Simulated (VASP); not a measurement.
# Pd (P6_3/mmc) in VASP: a series of runs

One crystal, Pd, is run at these levels: PBE; tasks: single point.

All numbers are computed with VASP 6.6.1; they aren't measurements. Logs are shortened: lines on timing, memory, paths and dates and some standing lists are left out, and cuts for length are marked.

**1. Starting point**

It takes space group P6_3/mmc (No. 194, hexagonal). Conventional cell: a = 2.784 Å, b = 2.784 Å, c = 4.629 Å, α = 90.00°, β = 90.00°, γ = 120.00°. Pd (site symmetry -6m2) has 12 Pd at 2.78 to 2.82 Å as nearest neighbours.

This isn't the form of Pd at room conditions, which is fcc.

**2. Single point, PBE**

INCAR reads:

```
SYSTEM = Pd
PREC = Low ; ENCUT = 500
EDIFF = 1E-6 ; ISMEAR = -1
SIGMA = 0.2 ; LREAL = .FALSE.
LASPH = .TRUE. ; NELM = 100
ALGO = Normal ; ISIF = 2
LWAVE = .FALSE. ; LCHARG = .FALSE.
GGA = PE ; ADDGRID = .FALSE.
```

KPOINTS reads:

```
Automatic mesh
0
G
  20 20 11
  0 0 0
```

POSCAR reads:

```
Pd
1.0
    2.7836650458      0.0000000000      0.0000000000
   -1.3918325229      2.4107246453      0.0000000000
    0.0000000000      0.0000000000      4.6288930000
Pd
2
Direct
    0.3333333333      0.6666666667      0.2500000000
    0.6666666667      0.3333333333      0.7500000000
```

Potentials or basis: VASP PAW PBE potentials, release 64 (Pd).

On the command line:

```bash
cat potpaw_PBE.64/Pd/POTCAR > POTCAR
mpirun -np 1 vasp_std > vasp.out
```

OUTCAR:

```text
SYSTEM = Pd
   PREC = Low
   ENCUT = 500
   EDIFF = 1E-6
   ISMEAR = -1
   LREAL = .FALSE.
   LASPH = .TRUE.
   NELM = 100
   ISIF = 2
   GGA = PE

 Found    264 irreducible k-points:

 Following reciprocal coordinates:
            Coordinates               Weight
  0.000000  0.000000  0.000000      1.000000
  0.050000  0.000000  0.000000      6.000000
  0.100000  0.000000  0.000000      6.000000
  0.150000  0.000000  0.000000      6.000000
  0.200000  0.000000  0.000000      6.000000
  0.250000  0.000000  0.000000      6.000000
   k-points           NKPTS =    264   k-points in BZ     NKDIM =    264   number of bands    NBANDS=     14
   number of dos      NEDOS =    301   number of ions     NIONS =      2
   total plane-waves  NPLWV =   7168
   dimension x,y,z NGX =    16 NGY =   16 NGZ =   28
   dimension x,y,z NGXF=    16 NGYF=   16 NGZF=   28
   ions per type =               2
   NGX,Y,Z   is equivalent  to a cutoff of   9.56,  9.56, 10.06 a.u.
   NGXF,Y,Z  is equivalent  to a cutoff of   9.56,  9.56, 10.06 a.u.
 SYSTEM =  Pd
   PREC   = low       normal or accurate (medium, high low for compatibility)
   ISTART =      0    job   : 0-new  1-cont  2-samecut
   ICHARG =      2    charge: 1-file 2-atom 10-const
   ISPIN  =      1    spin polarized calculation?
   LNONCOLLINEAR =      F non collinear calculations
   LSORBIT =      F    spin-orbit coupling
   LASPH  =      T    aspherical Exc in radial PAW
   ENCUT  =  500.0 eV  36.75 Ry    6.06 a.u.   5.08  5.08  8.44*2*pi/ulx,y,z
   NELM   =    100;   NELMIN=  2; NELMDL= -5     # of ELM steps
   EDIFF  = 0.1E-05   stopping-criterion for ELM
   LREAL  =      F    real-space projection
   EDIFFG = 0.1E-04   stopping-criterion for IOM
   NSW    =      0    number of steps for IOM
   IBRION =     -1    ionic relax: 0-MD 1-quasi-New 2-CG
   NFREE  =      0    steps in history (QN), initial steepest desc. (CG)
   ISIF   =      2    stress and relaxation
   ISYM   =      2    0-nonsym 1-usesym 2-fastsym
   POTIM  = 0.5000    time-step for ionic-motion
   TEBEG  =    0.0;   TEEND  =   0.0 temperature during run
   PSTRESS=    0.0 pullay stress
   NELECT =      20.0000    total number of electrons
   NUPDOWN=      -1.0000    fix difference up-down
   EMIN   =  10.00;   EMAX   =-10.00  energy-range for DOS
   EFERMI =   0.00;   METHOD = LEGACY
   ISMEAR =    -1;   SIGMA  =   0.20  broadening in eV -4-tet -1-fermi 0-gaus
   EFERMI_NEDOS =   21; number of points for ismear=-14 and -15
   IALGO  =     38    algorithm
   IMIX   =      4    mixing-type and parameters
     AMIX     =   0.40;   BMIX     =  1.00
     AMIX_MAG =   1.60;   BMIX_MAG =  1.00
  volume/ion in A,a.u.               =      15.53       104.81
  Fermi-wavevector in a.u.,A,eV,Ry     =   1.413636  2.671385 27.189429  1.998367
  Thomas-Fermi vector in A             =   2.535261
   LORBIT       =      0    0 simple, 1 ext, 2 COOP (PROOUT), +10 PAW based schemes
   GGA     = PE    functional components
   LHFCALC =     F    Hartree Fock is set to
   AEXX    =    0.0000 exact exchange contribution
   IVDW    =     0    specifies the selected vdW correction
   LEPSILON=     F    determine dielectric tensor
   LRPA    =     F    only Hartree local field effects (RPA)
 non-spin polarized calculation
  energy-cutoff  :      500.00
  volume of cell :       31.06
 maximum number of plane-waves:       803
   NGX = 11   NGY = 11   NGZ = 17

 number of electron      19.9999224 magnetization

 Free energy of the ion-electron system (eV)
  ---------------------------------------------------
  ext. energy  EPLUGINS =         0.00000000
  ---------------------------------------------------
  free energy    TOTEN  =       -10.62705414 eV

  energy without entropy =      -10.21649148  energy(sigma->0) =      -10.42177281

 E-fermi :   9.0445     XC(G=0): -12.8644

 val. band max:        9.0408491495   @ k =   0.4500   0.0500   0.1818
 cond. band min:       9.0456654280   @ k =   0.3500   0.1000   0.3636
 fundamental gap:      0.0048162786
 Fermi energy:         9.0445124337

 k-point     1 :       0.0000    0.0000    0.0000
  band No.  band energies     occupation
      1       2.1888      2.00000
      2       4.0195      2.00000
      3       6.2247      2.00000
      4       6.4237      2.00000
      5       6.4239      2.00000
      6       6.7507      1.99998
      7       6.7509      1.99998
      8       7.3749      1.99953
      9       7.3749      1.99953
     10       8.7036      1.69223
     11       8.7036      1.69220
     12       9.9134      0.02562
     13      15.5892      0.00000
     14      26.0152      0.00000

 k-point     2 :       0.0500    0.0000    0.0000
  band No.  band energies     occupation
      1       2.2676      2.00000
      2       4.0756      2.00000
      3       6.1755      2.00000
      4       6.4650      1.99999
      5       6.4752      1.99999
      6       6.7247      1.99998
      7       6.7983      1.99997
      8       7.3200      1.99964
      9       7.3423      1.99960
     10       8.3379      1.94322
     11       8.7179      1.67323
     12      10.3742      0.00259
     13      15.5921      0.00000
     14      26.0349      0.00000

 k-point     3 :       0.1000    0.0000    0.0000
  band No.  band energies     occupation
      1       2.4985      2.00000
      2       4.2331      2.00000
      3       6.0570      2.00000
      4       6.5481      1.99999
      5       6.6266      1.99999
      6       6.6795      1.99999
      7       6.9379      1.99995
      8       7.1161      1.99987
      9       7.2523      1.99974
     10       7.8169      1.99569
     11       8.7546      1.61980
     12      11.2225      0.00004
     13      15.6038      0.00000
     14      25.8800      0.00000
[... 18 lines left out ...]
 k-point     5 :       0.2000    0.0000    0.0000
  band No.  band energies     occupation
      1       3.3249      2.00000
      2       4.6465      2.00000
      3       5.8380      2.00000
      4       6.2024      2.00000
      5       6.4042      2.00000
      6       6.9749      1.99994
      7       7.0904      1.99989
      8       7.1914      1.99981
      9       7.2703      1.99972
     10       7.4551      1.99929
     11       8.8469      1.45742
     12      13.2072      0.00000
     13      15.6980      0.00000
     14      23.2294      0.00000

 k-point     6 :       0.2500    0.0000    0.0000
  band No.  band energies     occupation
      1       3.8067      2.00000
      2       4.6974      2.00000
      3       5.7331      2.00000
      4       5.9218      2.00000
      5       6.3753      2.00000
      6       6.8238      1.99997
      7       7.0937      1.99988
      8       7.4899      1.99916
      9       7.5687      1.99875
     10       7.7985      1.99607
     11       8.8850      1.37889
     12      14.2702      0.00000
     13      15.8169      0.00000
     14      21.4290      0.00000

 [... further k-points ...]
[... 5 lines left out ...]
  --------------------------------------------------------------------------------------
  -------------------------------------------------------------------------------------
  Total       -0.0368093     -0.0368093     -0.2643408     -0.0000000      0.0000000     -0.0000000
  in kB       -1.8985690     -1.8985690    -13.6343055     -0.0000000      0.0000000     -0.0000000
  external PRESSURE =      -5.8104812 kB  Pullay stress =       0.0000000 kB

 VOLUME and BASIS-vectors are now :
 -----------------------------------------------------------------------------
  energy-cutoff  :      500.00
  volume of cell :       31.06
      direct lattice vectors                 reciprocal lattice vectors
     2.783665046  0.000000000  0.000000000     0.359238624  0.207406516  0.000000000
    -1.391832523  2.410724645  0.000000000     0.000000000  0.414813032  0.000000000
     0.000000000  0.000000000  4.628893000     0.000000000  0.000000000  0.216034374

 POSITION                                       TOTAL-FORCE (eV/Angst)
 -----------------------------------------------------------------------------------
     -0.00000      1.60715      1.15722        -0.000000     -0.000000      0.000000
      1.39183      0.80357      3.47167         0.000000      0.000000      0.000000
 -----------------------------------------------------------------------------------
    total drift:                               -0.000000      0.000000     -0.000000

  FREE ENERGIE OF THE ION-ELECTRON SYSTEM (eV)
  ---------------------------------------------------
  free  energy   TOTEN  =       -10.6270541446 eV

  energy  without entropy=      -10.2164914800  energy(sigma->0) =      -10.42177281
```

OSZICAR:

```text
N       E                     dE             d eps       ncg     rms          rms(c)
DAV:   1     0.105374574776E+03    0.10537E+03   -0.10432E+04  7404   0.136E+03
DAV:   2    -0.950818394979E+01   -0.11488E+03   -0.10934E+03  7848   0.280E+02
DAV:   3    -0.111355830495E+02   -0.16274E+01   -0.16149E+01  8982   0.385E+01
DAV:   4    -0.111449041634E+02   -0.93211E-02   -0.93205E-02  8456   0.273E+00
DAV:   5    -0.111450438095E+02   -0.13965E-03   -0.13965E-03  9066   0.367E-01    0.967E+00
DAV:   6    -0.106489697709E+02    0.49607E+00   -0.14620E+00  7698   0.133E+01    0.479E+00
DAV:   7    -0.106324011569E+02    0.16569E-01   -0.99354E-03  8604   0.904E-01    0.244E+00
DAV:   8    -0.106270451332E+02    0.53560E-02   -0.15249E-03  7908   0.330E-01    0.750E-02
DAV:   9    -0.106270462288E+02   -0.10956E-05   -0.26107E-05  9180   0.475E-02    0.163E-02
DAV:  10    -0.106270548113E+02   -0.85825E-05   -0.46453E-06  8160   0.225E-02    0.517E-03
DAV:  11    -0.106270541446E+02    0.66668E-06   -0.10573E-07  4584   0.399E-03
   1 F= -.10627054E+02 E0= -.10421773E+02  d E =-.410563E+00
```

Run time: 21 s. Hardware: 1 thread of AMD EPYC 9R45 (Zen 5), shared host; peak memory 0.16 GiB.

These settings aren't checked as converged: the numbers below hold their error.

Results:

| Property | Result |
| --- | --- |
| Free energy | -10.6271 eV |
| Pressure | -0.6 GPa |
| Band gap on the k mesh | none (metal or under the smearing width) |

**3. Single point, PBE**

INCAR is that of step 2.

KPOINTS is that of step 2.

POSCAR reads:

```
Pd
1.0
    2.7836650458      0.0000000000      0.0000000000
   -1.3918325229      2.4107246453      0.0000000000
    0.0000000000      0.0000000000      4.6288930000
Pd
2
Direct
    0.3690330000      0.6707680000      0.2457130000
    0.7034100000      0.3270270000      0.7475630000
```

Potentials or basis: VASP PAW PBE potentials, release 64 (Pd).

On the command line:

```bash
cat potpaw_PBE.64/Pd/POTCAR > POTCAR
mpirun -np 1 vasp_std > vasp.out
```

Wall time 2.8 min (1 thread of AMD EPYC 9R45 (Zen 5), shared host); peak memory 0.76 GiB.

These settings aren't checked as converged: the numbers below hold their error.

What came out:

- Free energy: -10.6264 eV
- Pressure: -0.6 GPa
- Largest force: 0.075 eV/Å
- Band gap on the k mesh: none (metal or under the smearing width)

**4. For comparison**

An earlier run on the cell as given: functional PBEsol; potentials or basis VASP PAW PBE potentials, release 64 (Pd); cutoff 520 eV; k mesh 11 × 11 × 6; occupations fermi-dirac, width 0.05 eV; no spin polarisation.

* Pressure: -10.6 GPa
* Band gap on the k mesh: none (metal or under the smearing width)
